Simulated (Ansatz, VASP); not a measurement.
**B: VASP beside Ansatz**

```
B
1.0
     3.44056    0.00000    0.00000
     0.00000    3.44056    0.00000
     0.00000    0.00000    3.44056
B
6
Cartesian
  0.8601 1.7203 0.0000
  2.5804 1.7203 0.0000
  0.0000 0.8601 1.7203
  0.0000 2.5804 1.7203
  1.7203 0.0000 0.8601
  1.7203 0.0000 2.5804
```

Alike in both runs: task relaxation of cell and atoms; functional PBE; k mesh 12 × 12 × 12; occupations gaussian, width 0.1 eV; no spin polarisation.

|  | VASP | Ansatz |
| --- | --- | --- |
| version | VASP 6.6.1 | Ansatz 0.2.0 |
| potentials or method | VASP PAW PBE potentials, release 64 (B) | scalar-relativistic, plane waves, PAW |
| plane-wave cutoff (eV) | 600 | 420 |
| valence electrons in the cell | 18 | 18 |

Ansatz gave:

| Quantity | Value |
| --- | --- |
| gap on the k mesh at the Fermi level, each at its own relaxed structure (eV) | none |
| relaxed volume (Å³/atom) | 6.78 |
| relaxed cell length with the largest relative difference (Å) | 3.439 |

Problem. What did VASP give for the same quantities?

Solution. gap on the k mesh at the Fermi level, each at its own relaxed structure (eV): none; relaxed volume (Å³/atom): 6.77; relaxed cell length with the largest relative difference (Å): 3.438.

A gap of «none» marks a metal or a gap that the smearing closes.
